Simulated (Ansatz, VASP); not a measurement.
# Al: VASP beside Ansatz

```xyz
1
Lattice="-1.2251 1.6130 1.6130 1.6130 -1.2251 1.6130 1.6130 1.6130 -1.2251" Properties=species:S:1:pos:R:3 pbc="T T T"
Al    0.0000    0.0000    0.0000
```

Alike in both runs: task single point; functional PBEsol; k mesh 24 × 24 × 24; occupations gaussian, width 0.15 eV; no spin polarisation.

|  | VASP | Ansatz |
| --- | --- | --- |
| version | VASP 6.6.1 | Ansatz 0.2.0 |
| potentials or method | VASP PAW PBE potentials, release 64 (Al) | scalar-relativistic, plane waves, PAW |
| plane-wave cutoff (eV) | 520 | 420 |
| valence electrons in the cell | 3 | 3 |

Ansatz gave:

```
gap on the k mesh at the Fermi level (eV)       : none
pressure (GPa)                                  : 11.5
largest component of the traceless stress (GPa) : 4.94
```

Task: Which values does VASP return?

Result: gap on the k mesh at the Fermi level (eV): none; pressure (GPa): 11.6; largest component of the traceless stress (GPa): 4.97.

A gap of «none» marks a metal or a gap that the smearing closes.

Caveats: the PAW data sets were made with another functional, which shifts forces and pressure a little (VASP).
